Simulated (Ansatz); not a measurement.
# Zn (Im-3m) in Ansatz: a series of runs

One crystal, Zn, is run at these levels: RPBE, revPBE, PBE, LDA, PBEsol; tasks: band structure.

Program: Ansatz 0.2.0. These are calculated values, not measurements. Logs are shortened: lines on timing, memory, paths and dates and some standing lists are left out, and cuts for length are marked.

**1. The crystal as given**

The structure is cubic, space group Im-3m (No. 229). The conventional cell has a = 3.138 Å, b = 3.138 Å, c = 3.138 Å, α = 90.00°, β = 90.00°, γ = 90.00°. Around Zn (site symmetry m-3m) lie 8 Zn at 2.72 Å.

This isn't the form of Zn at room conditions, which is hcp.

**2. Band structure, RPBE**

Input file input.yaml:

```yaml
crystal:
  lattice:
    - [-1.569037, 1.569037, 1.569037]
    - [1.569037, -1.569037, 1.569037]
    - [1.569037, 1.569037, -1.569037]
  atoms:
    - { symbol: Zn, position: [0.0, 0.0, 0.0] }
hamiltonian:
  xc: rpbe
  pseudopotentials: { kind: paw }
kpoints:
  mp_grid: { grid: [12, 12, 12] }
  band_path:
    path:
      - [[0.0, 0.0, 0.0], [0.5, -0.5, 0.5], [0.0, 0.0, 0.5], [0.0, 0.0, 0.0], [0.25, 0.25, 0.25], [0.5, -0.5, 0.5]]
      - [[0.25, 0.25, 0.25], [0.0, 0.0, 0.5]]
    npoints: 14
scf:
  occupations: { method: fermi_dirac, width: 0.05 }
  n_extra_bands: 6
output:
  forces: true
  stress: true
  eigenvalues: true
  fatbands: false
```

Potentials or basis: Ansatz PAW.

Launch:

```sh
> ansatz run input.yaml --threads 2 --pin off --max-ram 5632MiB --backend cpu --events-out ev --progress --plain --runs-dir out
```

What it wrote:

```text
Warning: RAYON_NUM_THREADS=2 ignored (pool sized by the plan → 2); use --threads N
scf.n_extra_bands = 6 over 6 filled bands (N_el = 12.0): the run solves 12 bands
Engine: ansatz 0.2.0, aarch64-unknown-linux-gnu
Pseudopotentials: kind: paw
Pseudopotential: Zn, paw, valence charge 12, recommended cutoff 420 eV (normal), Zn.paw.azcp
Functional definition: RPBE
  parameter kappa = 0.804
  parameter beta = 0.06672455060314922
  exchange = rpbe_x(kappa = kappa, mu = beta*pi^2/3)
  correlation = pbe_c(beta = beta)
Crystal: 1 atoms, lattice volume = 15.451 Å³
Basis set: ecut = 420 eV, 321 PW (Γ), exchange–correlation on 40×40×40 points (8 copies of the dense FFT grid, shifted against one another)
Bands: 12, of which v1, the nominal top of the filled ones, is band 6 counted from 1 (5 counted from 0)
Symmetry: 48 space group operations
Space group: Im-3m (ITA 229), of the structure as read, at distance tolerance 2.5e-5 Å
k-points: 72 of 1728
Non-local potential: Zn, projectors of the file, l = 0: 2, l = 1: 2, l = 2: 3, l = 3: 1
PAW form: soft (Blöchl's): semilocal exchange-correlation on the pseudo side does not see the compensation charge
PAW frozen core: Zn, regenerated for the run's functional, and the local potential with it (the file was generated under x = pbe(κ = 0.804, μ = 0.2195149727645171), c = pbe(β = 0.06672455060314922))
PAW one-centre angular grid: Zn, 590 points (default); XC on 64 Gauss nodes
Initial density: superposition of atomic densities (neutral atoms: chi_scale 0, normalization atom), corrected by the library's trained network
Initial wavefunctions: pseudopotential atomic-orbital guess
Functional: x = rpbe, c = pbe(β = 0.06672455060314922)
SCF iter   1: F=—  HF=-3324.353114 eV  |F-HF|=—  |Δ(HF+E_count)|=         —  Δρ=8.35e-3  dr2=5.08e-3  ethr=1.77e-3  ⟨swp⟩=5.1  Hψ=5204  notcnv=0  defer=1
preconditioner: auto → none  [metal: Δε(μ)=0.073 eV  Ē_g=20.984 eV  σ=0.050 eV  W_gap=0.35  n_scr=0 (ndim 8)  ℏωp=32.7 eV  f_vac=0.000  D(μ)=0.50/eV (n_scr^D=0)]
SCF iter   2: F=—  HF=-3324.352628 eV  |F-HF|=—  |Δ(HF+E_count)|=   4.86e-4  Δρ=4.77e-3  dr2=2.24e-3  ethr=4.24e-5  ⟨swp⟩=2.0  Hψ=2198  notcnv=0  defer=87
SCF iter   3: F=—  HF=-3324.351363 eV  |F-HF|=—  |Δ(HF+E_count)|=   1.26e-3  Δρ=6.58e-4  dr2=4.06e-5  ethr=1.87e-5  ⟨swp⟩=2.0  Hψ=1529  notcnv=0  defer=88
SCF iter   4: F=—  HF=-3324.351390 eV  |F-HF|=—  |Δ(HF+E_count)|=   2.63e-5  Δρ=5.85e-4  dr2=2.57e-5  ethr=3.38e-7  ⟨swp⟩=2.0  Hψ=1209  notcnv=0  defer=88
SCF iter   5: F=—  HF=-3324.351382 eV  |F-HF|=—  |Δ(HF+E_count)|=   7.79e-6  Δρ=1.88e-4  dr2=3.03e-6  ethr=2.15e-7  ⟨swp⟩=2.1  Hψ=1155  notcnv=0  defer=88
SCF iter   6: F=—  HF=-3324.351381 eV  |F-HF|=—  |Δ(HF+E_count)|=   9.37e-7  Δρ=5.44e-5  dr2=2.61e-7  ethr=2.52e-8  ⟨swp⟩=2.1  Hψ=1169  notcnv=0  defer=88
SCF iter   7: F=-3324.351381 eV  HF=-3324.351381 eV  |F-HF|=2.44e-10  |Δ(HF+E_count)|=   8.61e-8  Δρ=1.47e-6  dr2=1.90e-10  ethr=8.33e-10  ⟨swp⟩=7.0  Hψ=3963  notcnv=0
SCF 1 converged in 7 iterations: F = -3324.351381 eV  dr2 = 1.90e-10
NSCF: frozen V_eff on 86 k-points
SCF converged after 7 iterations
Free energy (F): -3324.351381 eV
Harris-Foulkes:  -3324.351381 eV  (|F-HF|=2.44e-10)
Internal energy: -3324.347514 eV  (E = F + TS)
E sigma→0 (E₀):  -3324.349448 eV
Entropy (-TS):   -0.003867 eV (-3.867 meV/atom)
Fermi energy:    11.031159 eV
--- Per-component energies (eV) ---
  E_band       = 48.808435
  E_kinetic    = 130.557363
  E_local      = -1541.490270  (includes V_loc(G=0)·N_el)
  E_nonlocal   = 610.980447
  E_hartree    = 646.304528
  E_xc         = -137.801930
  E_vxc        = -51.768721  (∫ρ·V_xc dr)
  E_paw        = -1830.473013  (= ΣΔE_a)
  E_vpaw       = -392.078426  (= ΣTr[D̂ρ^β])
  E_aug_tail   = -0.000302  (compensation charges beyond the density's cutoff)
  E_ewald      = -1202.350342
  E_core_change = -0.073995  (= ΣΔE_core)
  E_smearing   = -0.003867  (= −TS)
  E_closure    = -0.000000  (closes the sum)
  Σ components = -3324.351381   (vs F -3324.351381, Δ=0.00e0)
--- Forces (eV/Å), atoms counted from 1 ---
  atom   1  Zn    -0.00000000    -0.00000000     0.00000000
  max |Σ_I F_I| component: 6.47e-32 eV/Å
--- Stress (GPa, compression-positive) ---
        2.537083       0.000000       0.000000
        0.000000       2.537083      -0.000000
       -0.000000       0.000000       2.537083
  P = ⅓ Tr σ = 2.5371 GPa (25.371 kbar)
--- Band table (eV; the first three rows and the last of 72) ---
  k-point 0: bands = ["0.7153", "3.3124", "3.3124", "3.3124", "3.8079", "3.8079", "30.1031", "30.1031", "30.1031", "31.3330", "31.3330", "31.3330"]
  k-point 1: bands = ["0.9336", "3.2921", "3.3172", "3.3631", "3.7892", "3.8091", "27.2021", "28.6388", "29.0753", "30.0841", "30.2215", "31.2049"]
  k-point 2: bands = ["1.5607", "3.2369", "3.3454", "3.5046", "3.7535", "3.8132", "23.0250", "26.6010", "27.2755", "28.6437", "29.3113", "31.8712"]
  k-point 71: bands = ["2.7619", "2.7619", "4.0602", "4.0602", "4.0602", "15.2258", "15.2258", "15.2258", "18.5988", "19.4854", "19.4854", "43.0206"]
```

It took 0.85 s on 2 threads of Arm Neoverse V2, shared host; peak memory 0.26 GiB.

What came out:

| Quantity | Value |
| --- | --- |
| Free energy | -3324.3514 eV |
| Pressure | 2.5 GPa |
| Band gap on the k mesh | none (metal or under the smearing width) |

Levels at the corners of the path, in eV from the Fermi level:
```tsv
point	band 3	band 4	band 5	band 6	band 7	band 8	band 9	band 10
Γ	-7.72	-7.72	-7.22	-7.22	19.07	19.07	19.07	20.30
H	-6.97	-6.97	-6.97	4.19	4.19	4.19	7.57	8.45
N	-7.25	-7.19	-6.89	-2.65	-0.95	11.30	12.57	15.11
Γ	-7.72	-7.72	-7.22	-7.22	19.07	19.07	19.07	20.30
P	-7.83	-7.18	-7.18	1.96	2.28	2.28	2.28	31.02
H	-6.97	-6.97	-6.97	4.19	4.19	4.19	7.57	8.45
P	-7.83	-7.18	-7.18	1.96	2.28	2.28	2.28	31.02
N	-7.25	-7.19	-6.89	-2.65	-0.95	11.30	12.57	15.11
```

Caveat: the PAW data sets come from PBE, with cores solved anew for the run's functional, which leaves a small shift of forces and pressure.

**3. Band structure, revPBE**

input.yaml: that of step 2 with these lines changed.

```diff
@@ -8,3 +8,3 @@
 hamiltonian:
-  xc: rpbe
+  xc: revpbe
   pseudopotentials: { kind: paw }
```

Potentials or basis: Ansatz PAW.

Launch:

```sh
> ansatz run input.yaml --threads 2 --pin off --max-ram 5632MiB --backend cpu --events-out ev --progress --plain --runs-dir out
```

What it wrote:

```text
Warning: RAYON_NUM_THREADS=2 ignored (pool sized by the plan → 2); use --threads N
scf.n_extra_bands = 6 over 6 filled bands (N_el = 12.0): the run solves 12 bands
[... 3 set-up lines as earlier in the session ...]
Functional definition: revPBE
  parameter kappa = 1.245
[... 1 set-up line as earlier in the session ...]
  exchange = pbe_x(kappa = kappa, mu = beta*pi^2/3)
[... 1 set-up line as earlier in the session ...]
Crystal: 1 atoms, lattice volume = 15.451 Å³
Basis set: ecut = 420 eV, 321 PW (Γ), exchange–correlation on 40×40×40 points (8 copies of the dense FFT grid, shifted against one another)
Bands: 12, of which v1, the nominal top of the filled ones, is band 6 counted from 1 (5 counted from 0)
[... 2 set-up lines as earlier in the session ...]
k-points: 72 of 1728
[... 6 set-up lines as earlier in the session ...]
Functional: x = revpbe(κ = 1.245, μ = 0.2195149727645171), c = pbe(β = 0.06672455060314922)
SCF iter   1: F=—  HF=-3322.798857 eV  |F-HF|=—  |Δ(HF+E_count)|=         —  Δρ=7.07e-3  dr2=3.75e-3  ethr=1.77e-3  ⟨swp⟩=5.1  Hψ=5204  notcnv=0  defer=1
preconditioner: auto → none  [metal: Δε(μ)=0.080 eV  Ē_g=20.969 eV  σ=0.050 eV  W_gap=0.38  n_scr=0 (ndim 8)  ℏωp=32.7 eV  f_vac=0.000  D(μ)=0.49/eV (n_scr^D=0)]
SCF iter   2: F=—  HF=-3322.798535 eV  |F-HF|=—  |Δ(HF+E_count)|=   3.21e-4  Δρ=4.28e-3  dr2=1.75e-3  ethr=3.12e-5  ⟨swp⟩=2.0  Hψ=2198  notcnv=0  defer=85
SCF iter   3: F=—  HF=-3322.797554 eV  |F-HF|=—  |Δ(HF+E_count)|=   9.82e-4  Δρ=4.84e-4  dr2=2.52e-5  ethr=1.46e-5  ⟨swp⟩=2.0  Hψ=1523  notcnv=0  defer=86
SCF iter   4: F=—  HF=-3322.797567 eV  |F-HF|=—  |Δ(HF+E_count)|=   1.36e-5  Δρ=4.96e-4  dr2=1.77e-5  ethr=2.10e-7  ⟨swp⟩=2.0  Hψ=1212  notcnv=0  defer=86
SCF iter   5: F=—  HF=-3322.797562 eV  |F-HF|=—  |Δ(HF+E_count)|=   4.92e-6  Δρ=1.65e-4  dr2=2.18e-6  ethr=1.47e-7  ⟨swp⟩=2.0  Hψ=1148  notcnv=0  defer=86
SCF iter   6: F=—  HF=-3322.797562 eV  |F-HF|=—  |Δ(HF+E_count)|=   5.79e-7  Δρ=7.05e-5  dr2=4.31e-7  ethr=1.81e-8  ⟨swp⟩=2.0  Hψ=1080  notcnv=0  defer=86
SCF iter   7: F=-3322.797562 eV  HF=-3322.797562 eV  |F-HF|=1.87e-8  |Δ(HF+E_count)|=   1.34e-7  Δρ=1.38e-5  dr2=1.69e-8  ethr=8.33e-10  ⟨swp⟩=7.0  Hψ=4000  notcnv=0
SCF 1 converged in 7 iterations: F = -3322.797562 eV  dr2 = 1.69e-8
NSCF: frozen V_eff on 86 k-points
SCF converged after 7 iterations
Free energy (F): -3322.797562 eV
Harris-Foulkes:  -3322.797562 eV  (|F-HF|=1.87e-8)
Internal energy: -3322.793750 eV  (E = F + TS)
E sigma→0 (E₀):  -3322.795656 eV
Entropy (-TS):   -0.003811 eV (-3.811 meV/atom)
Fermi energy:    10.987825 eV
--- Per-component energies (eV) ---
  E_band       = 48.331922
  E_kinetic    = 130.621506
  E_local      = -1541.468643  (includes V_loc(G=0)·N_el)
  E_nonlocal   = 610.996323
  E_hartree    = 646.137292
  E_xc         = -137.716893
  E_vxc        = -51.922153  (∫ρ·V_xc dr)
  E_paw        = -1828.955787  (= ΣΔE_a)
  E_vpaw       = -392.162671  (= ΣTr[D̂ρ^β])
  E_aug_tail   = -0.000302  (compensation charges beyond the density's cutoff)
  E_ewald      = -1202.350342
  E_core_change = -0.056904  (= ΣΔE_core)
  E_smearing   = -0.003811  (= −TS)
  E_closure    = -0.000000  (closes the sum)
  Σ components = -3322.797562   (vs F -3322.797562, Δ=0.00e0)
--- Forces (eV/Å), atoms counted from 1 ---
  atom   1  Zn     0.00000000    -0.00000000     0.00000000
  max |Σ_I F_I| component: 1.40e-31 eV/Å
--- Stress (GPa, compression-positive) ---
        1.747773      -0.000000       0.000000
       -0.000000       1.747773      -0.000000
       -0.000000       0.000000       1.747773
  P = ⅓ Tr σ = 1.7478 GPa (17.478 kbar)
--- Band table (eV; the first three rows and the last of 72) ---
  k-point 0: bands = ["0.6735", "3.2725", "3.2725", "3.2725", "3.7688", "3.7688", "30.0327", "30.0327", "30.0327", "31.3107", "31.3107", "31.3107"]
  k-point 1: bands = ["0.8919", "3.2523", "3.2774", "3.3233", "3.7501", "3.7700", "27.1536", "28.5767", "29.0206", "30.0567", "30.1817", "31.1718"]
  k-point 2: bands = ["1.5190", "3.1970", "3.3057", "3.4650", "3.7144", "3.7741", "22.9803", "26.5422", "27.2298", "28.6153", "29.2711", "31.8318"]
  k-point 71: bands = ["2.7225", "2.7225", "4.0214", "4.0214", "4.0214", "15.1800", "15.1800", "15.1800", "18.5289", "19.4638", "19.4638", "42.9802"]
```

Run time: 0.83 s. Hardware: 2 threads of Arm Neoverse V2, shared host; peak memory 0.25 GiB.

What came out:

```
Free energy            : -3322.7976 eV
Pressure               : 1.7 GPa
Band gap on the k mesh : none (metal or under the smearing width)
```

Levels at the corners of the path, in eV from the Fermi level:
```csv
point,band 4,band 5,band 6,band 7,band 8,band 9
Γ,-7.72,-7.22,-7.22,19.04,19.04,19.04
H,-6.97,-6.97,4.19,4.19,4.19,7.54
N,-7.19,-6.89,-2.64,-0.95,11.29,12.58
Γ,-7.72,-7.22,-7.22,19.04,19.04,19.04
P,-7.18,-7.18,1.94,2.29,2.29,2.29
H,-6.97,-6.97,4.19,4.19,4.19,7.54
P,-7.18,-7.18,1.94,2.29,2.29,2.29
N,-7.19,-6.89,-2.64,-0.95,11.29,12.58
```

Caveat: the PAW data sets come from PBE, with cores solved anew for the run's functional, which leaves a small shift of forces and pressure.

**4. Band structure, PBE**

input.yaml: that of step 3 with these lines changed.

```diff
@@ -8,3 +8,3 @@
 hamiltonian:
-  xc: revpbe
+  xc: pbe
   pseudopotentials: { kind: paw }
```

Launch:

```sh
> ansatz run input.yaml --threads 2 --pin off --max-ram 5632MiB --backend cpu --events-out ev --progress --plain --runs-dir out
```

It took 0.79 s on 2 threads of Arm Neoverse V2, shared host; peak memory 0.25 GiB.

The run converged. Its results:

```
Free energy            : -3318.9398 eV
Pressure               : -0.3 GPa
Band gap on the k mesh : none (metal or under the smearing width)
```

Levels at the corners of the path, in eV from the Fermi level:
| point | band 3 | band 4 | band 5 | band 6 | band 7 | band 8 | band 9 | band 10 |
| --- | --- | --- | --- | --- | --- | --- | --- | --- |
| Γ | -7.70 | -7.70 | -7.21 | -7.21 | 18.97 | 18.97 | 18.97 | 20.38 |
| H | -6.95 | -6.95 | -6.95 | 4.19 | 4.19 | 4.19 | 7.47 | 8.54 |
| N | -7.23 | -7.17 | -6.87 | -2.62 | -0.96 | 11.25 | 12.58 | 15.17 |
| Γ | -7.70 | -7.70 | -7.21 | -7.21 | 18.97 | 18.97 | 18.97 | 20.38 |
| P | -7.81 | -7.17 | -7.17 | 1.89 | 2.31 | 2.31 | 2.31 | 31.05 |
| H | -6.95 | -6.95 | -6.95 | 4.19 | 4.19 | 4.19 | 7.47 | 8.54 |
| P | -7.81 | -7.17 | -7.17 | 1.89 | 2.31 | 2.31 | 2.31 | 31.05 |
| N | -7.23 | -7.17 | -6.87 | -2.62 | -0.96 | 11.25 | 12.58 | 15.17 |

**5. Band structure, LDA**

input.yaml: that of step 4 with these lines changed.

```diff
@@ -8,3 +8,3 @@
 hamiltonian:
-  xc: pbe
+  xc: lda
   pseudopotentials: { kind: paw }
```

Launch:

```sh
> ansatz run input.yaml --threads 2 --pin off --max-ram 5632MiB --backend cpu --events-out ev --progress --plain --runs-dir out
```

Wall time 0.78 s (2 threads of Arm Neoverse V2, shared host); peak memory 0.25 GiB.

It converged, with:

```
Free energy            : -3246.0971 eV
Pressure               : -8.3 GPa
Band gap on the k mesh : none (metal or under the smearing width)
```

Levels at the corners of the path, in eV from the Fermi level:
| point | band 3 | band 4 | band 5 | band 6 | band 7 | band 8 | band 9 | band 10 |
| --- | --- | --- | --- | --- | --- | --- | --- | --- |
| Γ | -7.74 | -7.74 | -7.23 | -7.23 | 18.75 | 18.75 | 18.75 | 20.55 |
| H | -6.98 | -6.98 | -6.98 | 4.17 | 4.17 | 4.17 | 7.28 | 8.71 |
| N | -7.26 | -7.20 | -6.90 | -2.56 | -1.00 | 11.14 | 12.60 | 15.28 |
| Γ | -7.74 | -7.74 | -7.23 | -7.23 | 18.75 | 18.75 | 18.75 | 20.55 |
| P | -7.84 | -7.19 | -7.19 | 1.76 | 2.37 | 2.37 | 2.37 | 31.11 |
| H | -6.98 | -6.98 | -6.98 | 4.17 | 4.17 | 4.17 | 7.28 | 8.71 |
| P | -7.84 | -7.19 | -7.19 | 1.76 | 2.37 | 2.37 | 2.37 | 31.11 |
| N | -7.26 | -7.20 | -6.90 | -2.56 | -1.00 | 11.14 | 12.60 | 15.28 |

Caveat: the PAW data sets come from PBE, with cores solved anew for the run's functional, which leaves a small shift of forces and pressure.

**6. Band structure, PBEsol**

input.yaml: that of step 5 with these lines changed.

```diff
@@ -8,3 +8,3 @@
 hamiltonian:
-  xc: lda
+  xc: pbesol
   pseudopotentials: { kind: paw }
@@ -25 +25,5 @@
   fatbands: false
+  write_density: true
+  write_potential: true
+  elf: true
+  volumetric_format: npy
```

Potentials or basis: Ansatz PAW.

Launch:

```sh
> ansatz run input.yaml --threads 2 --pin off --max-ram 5632MiB --backend cpu --events-out ev --progress --plain --runs-dir out
```

Run time: 0.95 s. Hardware: 2 threads of Arm Neoverse V2, shared host; peak memory 0.26 GiB.

The run converged. Its results:

```yaml
Free_energy: -3280.7862 eV
Pressure: -5.2 GPa
Band_gap_on_the_k_mesh: none (metal or under the smearing width)
```

Levels at the corners of the path, in eV from the Fermi level:
```
point  band 4  band 5  band 6  band 7  band 8  band 9
    Γ   -7.67   -7.17   -7.17   18.94   18.94   18.94
    H   -6.92   -6.92    4.17    4.17    4.17    7.46
    N   -7.14   -6.84   -2.62   -0.96   11.23   12.58
    Γ   -7.67   -7.17   -7.17   18.94   18.94   18.94
    P   -7.13   -7.13    1.88    2.31    2.31    2.31
    H   -6.92   -6.92    4.17    4.17    4.17    7.46
    P   -7.13   -7.13    1.88    2.31    2.31    2.31
    N   -7.14   -6.84   -2.62   -0.96   11.23   12.58
```

Caveat: the PAW data sets come from PBE, with cores solved anew for the run's functional, which leaves a small shift of forces and pressure.

**7. The runs side by side**

```csv
level,gap on the mesh (eV),pressure (GPa)
RPBE,none,2.5
revPBE,none,1.7
PBE,none,-0.3
LDA,none,-8.3
PBEsol,none,-5.2
```

Alike in all rows: task band structure; potentials or basis Ansatz PAW; no spin polarisation; cell as given; k mesh 12 × 12 × 12; cutoff (eV) 420; smearing fermi-dirac 0.05 eV.

Every run on the cell as given and a fine mesh finds a metal. The pressure there spans -8.3 GPa (LDA) to 2.5 GPa (RPBE); a positive pressure means that this level wants a larger cell, a negative one a smaller.

Caveats: the PAW data sets come from PBE, with cores solved anew for the run's functional, which leaves a small shift of forces and pressure (some runs).

Total energies depend on the potentials used, so only differences within one code and one set of settings carry meaning.
